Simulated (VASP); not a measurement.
# SiC (Moissanite 3C) (F-43m) in VASP: settings compared

The runs below take SiC (Moissanite 3C) through single point, relaxation of cell and atoms, with PBE, PBE+TS.

Program: VASP 6.6.1. These are calculated values, not measurements. Logs are shortened: lines on timing, memory, paths and dates and some standing lists are left out, and cuts for length are marked.

**The experiment to reproduce.**

From “Insight into the structural, elastic and electronic properties of a new orthorhombic 6O-SiC polytype”, 2020, pmc:7200658, for a bulk crystal of SiC: band gap 2.4 eV (indirect).

How close the calculation comes is told below.

### 1 Starting point

The structure is cubic, space group F-43m (No. 216). Conventional cell: a = 4.358 Å, b = 4.358 Å, c = 4.358 Å, α = 90.00°, β = 90.00°, γ = 90.00°. Si (site symmetry -43m) has 4 C at 1.89 Å as nearest neighbours. C (site symmetry -43m) has 4 Si at 1.89 Å as nearest neighbours.

### 2 Single point, PBE

Contents of INCAR:

```
SYSTEM = SiC
  PREC = Accurate
  ENCUT = 520
  EDIFF = 1E-7
  ISMEAR = 0
  SIGMA = 0.026000000000000002
  LREAL = .FALSE.
  LASPH = .TRUE.
  NELM = 60
  ALGO = Normal
  ISIF = 2
  LWAVE = .FALSE.
  LCHARG = .FALSE.
  GGA = PE
```

Contents of KPOINTS:

```
regular mesh
0
G
  10 10 10
  0 0 0
```

Contents of POSCAR:

```
SiC
1.0
    0.0000000000      2.1790000000      2.1790000000
    2.1790000000      0.0000000000      2.1790000000
    2.1790000000      2.1790000000      0.0000000000
Si C
1 1
Direct
    0.0000000000      0.0000000000      0.0000000000
    0.7500000000      0.7500000000      0.7500000000
```

Potentials or basis: VASP PAW PBE potentials, release 64 (Si, C).

Launch:

```sh
$ cat potpaw_PBE.64/Si/POTCAR potpaw_PBE.64/C/POTCAR > POTCAR
$ mpirun -np 1 vasp_std > vasp.out
```

OUTCAR:

```text
SYSTEM = SiC
   PREC = Accurate
   ENCUT = 520
   EDIFF = 1E-7
   ISMEAR = 0
   LREAL = .FALSE.
   LASPH = .TRUE.
   NELM = 60
   ISIF = 2
   GGA = PE

 ion  position               nearest neighbor table
   1  0.000  0.000  0.000-   2 1.89   2 1.89   2 1.89   2 1.89
   2  0.750  0.750  0.750-   1 1.89   1 1.89   1 1.89   1 1.89

  LATTYP: Found a face centered cubic cell.
 ALAT       =     4.3580000000

  Lattice vectors:

 A1 = (   0.0000000000,   2.1790000000,   2.1790000000)
 A2 = (   2.1790000000,   0.0000000000,   2.1790000000)
 A3 = (   2.1790000000,   2.1790000000,   0.0000000000)

Analysis of symmetry for initial positions (statically):
=====================================================================
 Subroutine PRICEL returns:
 Original cell was already a primitive cell.

 Routine SETGRP: Setting up the symmetry group for a
 face centered cubic supercell.

 Subroutine GETGRP returns: Found 24 space group operations
 (whereof 24 operations were pure point group operations)
 out of a pool of 48 trial point group operations.

The static configuration has the point symmetry T_d .

Analysis of symmetry for dynamics (positions and initial velocities):
=====================================================================
 Subroutine PRICEL returns:
 Original cell was already a primitive cell.

 Routine SETGRP: Setting up the symmetry group for a
 face centered cubic supercell.

 Subroutine GETGRP returns: Found 24 space group operations
 (whereof 24 operations were pure point group operations)
 out of a pool of 48 trial point group operations.

The dynamic configuration has the point symmetry T_d .

 Subroutine INISYM returns: Found 24 space group operations
 (whereof 24 operations are pure point group operations),
 and found     1 'primitive' translations

----------------------------------------------------------------------------------------

                                     Primitive cell

  volume of cell :      20.6920

  direct lattice vectors                    reciprocal lattice vectors
     0.000000000  2.179000000  2.179000000    -0.229463056  0.229463056  0.229463056
     2.179000000  0.000000000  2.179000000     0.229463056 -0.229463056  0.229463056
     2.179000000  2.179000000  0.000000000     0.229463056  0.229463056 -0.229463056

  length of vectors
     3.081571352  3.081571352  3.081571352     0.397441672  0.397441672  0.397441672

  position of ions in fractional coordinates (direct lattice)
     0.000000000  0.000000000  0.000000000
     0.750000000  0.750000000  0.750000000

  ion indices of the primitive-cell ions
   primitive index   ion index
                 1           1
                 2           2

----------------------------------------------------------------------------------------

 KPOINTS: regular mesh

Automatic generation of k-mesh.
 Grid dimensions read from file:
 generate k-points for:   10   10   10

 Generating k-lattice:

  Cartesian coordinates                     Fractional coordinates (reciprocal lattice)
    -0.022946306  0.022946306  0.022946306     0.100000000  0.000000000  0.000000000
     0.022946306 -0.022946306  0.022946306     0.000000000  0.100000000  0.000000000
     0.022946306  0.022946306 -0.022946306     0.000000000  0.000000000  0.100000000

  Length of vectors
     0.039744167  0.039744167  0.039744167

  Shift w.r.t. Gamma in fractional coordinates (k-lattice)
     0.000000000  0.000000000  0.000000000

 Subroutine IBZKPT returns following result:
 ===========================================

 Found     47 irreducible k-points:

 Following reciprocal coordinates:
            Coordinates               Weight
  0.000000  0.000000  0.000000      1.000000
  0.100000  0.000000  0.000000      8.000000
  0.200000  0.000000  0.000000      8.000000
  0.300000  0.000000  0.000000      8.000000
  0.400000  0.000000  0.000000      8.000000
  0.500000  0.000000  0.000000      4.000000
[... 16 lines left out ...]
  0.300000  0.300000  0.000000      6.000000
  0.400000  0.300000  0.000000     24.000000
 [... further k-points ...]
   k-points           NKPTS =     47   k-points in BZ     NKDIM =     47   number of bands    NBANDS=      8
   number of dos      NEDOS =    301   number of ions     NIONS =      2
   total plane-waves  NPLWV =  13824
   dimension x,y,z NGX =    24 NGY =   24 NGZ =   24
   dimension x,y,z NGXF=    48 NGYF=   48 NGZF=   48
   ions per type =               1   1
   NGX,Y,Z   is equivalent  to a cutoff of  12.95, 12.95, 12.95 a.u.
   NGXF,Y,Z  is equivalent  to a cutoff of  25.90, 25.90, 25.90 a.u.
 SYSTEM =  SiC
   PREC   = accura    normal or accurate (medium, high low for compatibility)
   ISTART =      0    job   : 0-new  1-cont  2-samecut
   ICHARG =      2    charge: 1-file 2-atom 10-const
   ISPIN  =      1    spin polarized calculation?
   LNONCOLLINEAR =      F non collinear calculations
   LSORBIT =      F    spin-orbit coupling
   LASPH  =      T    aspherical Exc in radial PAW
   ENCUT  =  520.0 eV  38.22 Ry    6.18 a.u.   5.73  5.73  5.73*2*pi/ulx,y,z
   NELM   =     60;   NELMIN=  2; NELMDL= -5     # of ELM steps
   EDIFF  = 0.1E-06   stopping-criterion for ELM
   LREAL  =      F    real-space projection
   EDIFFG = 0.1E-05   stopping-criterion for IOM
   NSW    =      0    number of steps for IOM
   IBRION =     -1    ionic relax: 0-MD 1-quasi-New 2-CG
   NFREE  =      0    steps in history (QN), initial steepest desc. (CG)
   ISIF   =      2    stress and relaxation
   ISYM   =      2    0-nonsym 1-usesym 2-fastsym
   POTIM  = 0.5000    time-step for ionic-motion
   TEBEG  =    0.0;   TEEND  =   0.0 temperature during run
   PSTRESS=    0.0 pullay stress
   NELECT =       8.0000    total number of electrons
   NUPDOWN=      -1.0000    fix difference up-down
   EMIN   =  10.00;   EMAX   =-10.00  energy-range for DOS
   EFERMI =   0.00;   METHOD = LEGACY
   ISMEAR =     0;   SIGMA  =   0.03  broadening in eV -4-tet -1-fermi 0-gaus
   EFERMI_NEDOS =   21; number of points for ismear=-14 and -15
   IALGO  =     38    algorithm
   IMIX   =      4    mixing-type and parameters
     AMIX     =   0.40;   BMIX     =  1.00
     AMIX_MAG =   1.60;   BMIX_MAG =  1.00
  volume/ion in A,a.u.               =      10.35        69.82
  Fermi-wavevector in a.u.,A,eV,Ry     =   1.192626  2.253736 19.352338  1.422357
  Thomas-Fermi vector in A             =   2.328660
   LORBIT       =      0    0 simple, 1 ext, 2 COOP (PROOUT), +10 PAW based schemes
   GGA     = PE    functional components
   LHFCALC =     F    Hartree Fock is set to
   AEXX    =    0.0000 exact exchange contribution
   IVDW    =     0    specifies the selected vdW correction
   LEPSILON=     F    determine dielectric tensor
   LRPA    =     F    only Hartree local field effects (RPA)
 non-spin polarized calculation
 Gauss-broadening in eV      SIGMA  =   0.03
  energy-cutoff  :      520.00
  volume of cell :       20.69
 maximum number of plane-waves:       568
   NGX = 11   NGY = 11   NGZ = 11

 number of electron       8.0000001 magnetization

 Free energy of the ion-electron system (eV)
  ---------------------------------------------------
  ext. energy  EPLUGINS =         0.00000000
  ---------------------------------------------------
  free energy    TOTEN  =       -15.05771947 eV

  energy without entropy =      -15.05771947  energy(sigma->0) =      -15.05771947

 E-fermi :   8.2932     XC(G=0): -11.3562

 val. band max:        8.1069712993   @ k =   0.0000   0.0000   0.0000
 cond. band min:       9.4639146365   @ k =   0.5000   0.5000   0.0000
 fundamental gap:      1.3569433373
 Fermi energy:         8.2931607330

 k-point     1 :       0.0000    0.0000    0.0000
  band No.  band energies     occupation
      1      -7.2963      2.00000
      2       8.1070      2.00000
      3       8.1070      2.00000
      4       8.1070      2.00000
      5      14.3409      0.00000
      6      15.4143      0.00000
      7      15.4143      0.00000
      8      15.4143      0.00000

 k-point     2 :       0.1000    0.0000    0.0000
  band No.  band energies     occupation
      1      -7.1010      2.00000
      2       7.0986      2.00000
      3       7.9733      2.00000
      4       7.9733      2.00000
      5      14.6021      0.00000
      6      15.6576      0.00000
      7      15.6576      0.00000
      8      15.6889      0.00000

 k-point     3 :       0.2000    0.0000    0.0000
  band No.  band energies     occupation
      1      -6.5235      2.00000
      2       4.9795      2.00000
      3       7.6665      2.00000
      4       7.6666      2.00000
      5      14.3120      0.00000
      6      16.0169      0.00000
      7      16.0169      0.00000
      8      16.8902      0.00000

 k-point     4 :       0.3000    0.0000    0.0000
  band No.  band energies     occupation
      1      -5.5998      2.00000
      2       2.6675      2.00000
      3       7.3506      2.00000
      4       7.3506      2.00000
      5      13.9028      0.00000
      6      15.8792      0.00000
      7      15.8792      0.00000
      8      17.8631      0.00000

 k-point     5 :       0.4000    0.0000    0.0000
  band No.  band energies     occupation
      1      -4.4574      2.00000
      2       0.6142      2.00000
      3       7.1319      2.00000
      4       7.1319      2.00000
      5      13.6321      0.00000
      6      15.5019      0.00000
      7      15.5019      0.00000
      8      18.1542      0.00000
[... 177 lines left out ...]
 k-point    22 :      -0.2000    0.2000    0.0000
  band No.  band energies     occupation
      1      -5.2898      2.00000
      2       3.3070      2.00000
      3       4.8905      2.00000
      4       7.4598      2.00000
      5      14.6694      0.00000
      6      16.1137      0.00000
      7      16.4854      0.00000
      8      17.2675      0.00000

 k-point    23 :       0.3000    0.3000    0.0000
  band No.  band energies     occupation
      1      -5.0240      2.00000
      2       3.7491      2.00000
      3       5.7448      2.00000
      4       5.7448      2.00000
      5      11.2752      0.00000
      6      13.7202      0.00000
      7      19.6413      0.00000
      8      19.6413      0.00000

 k-point    24 :       0.4000    0.3000    0.0000
  band No.  band energies     occupation
      1      -4.1553      2.00000
      2       2.5270      2.00000
      3       4.9559      2.00000
      4       5.4825      2.00000
      5      10.9768      0.00000
      6      13.7316      0.00000
      7      19.7292      0.00000
      8      20.0394      0.00000

 [... further k-points ...]

------------------------ aborting loop because EDIFF is reached ----------------------------------------

  FORCE on cell =-STRESS in cart. coord.  units (eV):
  Direction    XX          YY          ZZ          XY          YZ          ZX
  --------------------------------------------------------------------------------------
  -------------------------------------------------------------------------------------
  Total        0.4146849      0.4146849      0.4146849      0.0000000     -0.0000000      0.0000000
  in kB       32.1090245     32.1090245     32.1090245      0.0000000     -0.0000000      0.0000000
  external PRESSURE =      32.1090245 kB  Pullay stress =       0.0000000 kB

 VOLUME and BASIS-vectors are now :
 -----------------------------------------------------------------------------
  energy-cutoff  :      520.00
  volume of cell :       20.69
      direct lattice vectors                 reciprocal lattice vectors
     0.000000000  2.179000000  2.179000000    -0.229463056  0.229463056  0.229463056
     2.179000000  0.000000000  2.179000000     0.229463056 -0.229463056  0.229463056
     2.179000000  2.179000000  0.000000000     0.229463056  0.229463056 -0.229463056

 POSITION                                       TOTAL-FORCE (eV/Angst)
 -----------------------------------------------------------------------------------
      0.00000      0.00000      0.00000         0.000000      0.000000      0.000000
      3.26850      3.26850      3.26850        -0.000000     -0.000000     -0.000000
 -----------------------------------------------------------------------------------
    total drift:                               -0.000000     -0.000000     -0.000000

  FREE ENERGIE OF THE ION-ELECTRON SYSTEM (eV)
  ---------------------------------------------------
  free  energy   TOTEN  =       -15.0577194650 eV

  energy  without entropy=      -15.0577194650  energy(sigma->0) =      -15.05771947
```

It used 5 s of CPU time on 1 thread of Intel(R) Xeon(R) Platinum 8559C (Emerald Rapids) (shared host), which was overloaded at the time.

Results:

```yaml
Free_energy: -15.0577 eV
Pressure: 3.2 GPa
Band_gap_on_the_k_mesh: 1.36 eV, indirect (least direct gap 4.54 eV)
```

Levels at points of the mesh, in eV from the valence-band top:
```tsv
k point	band 2	band 3	band 4	band 5	band 6	band 7
(0.00, 0.00, 0.00)	0.00	0.00	0.00	6.23	7.31	7.31
(0.50, 0.00, 0.00)	-8.53	-1.05	-1.05	5.43	7.23	7.23
(0.50, 0.50, 0.00)	-7.79	-3.18	-3.18	1.36	4.32	14.04
```

[end of part 1 of 2]
